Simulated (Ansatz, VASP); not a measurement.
**SnO2: VASP beside Ansatz**

```
Sn O
1.0
     0.00000    2.53347    2.53347
     2.53347    0.00000    2.53347
     2.53347    2.53347    0.00000
Sn O
1 2
Direct
  0.00000 0.00000 0.00000
  0.25000 0.25000 0.25000
  0.75000 0.75000 0.75000
```

Alike in both runs: task single point; functional r2SCAN; k mesh 8 × 8 × 8; no spin polarisation.

|  | VASP | Ansatz |
| --- | --- | --- |
| version | VASP 6.6.1 | Ansatz 0.2.0 |
| potentials or method | VASP PAW PBE potentials, release 64 (Sn_d, O) | plane waves, PAW |
| plane-wave cutoff (eV) | 520 | 500 |
| occupations | gaussian, width 0.01 eV | fixed |
| valence electrons in the cell | 26 | 26 |

VASP gave:

| Property | Result |
| --- | --- |
| gap on the k mesh at the Fermi level (eV) | 0.86 |
| pressure (GPa) | 1.4 |

Task: Estimate Ansatz's values.

Result: gap on the k mesh at the Fermi level (eV): 0.84; pressure (GPa): 0.0.

Caveats: the PAW data sets were made with another functional, which shifts forces and pressure a little (VASP); spin-orbit coupling is left out, which moves the levels of the heavy elements. A k mesh can miss the band edges. r2SCAN opens gaps a little over a GGA but as a rule still falls short of measured ones.
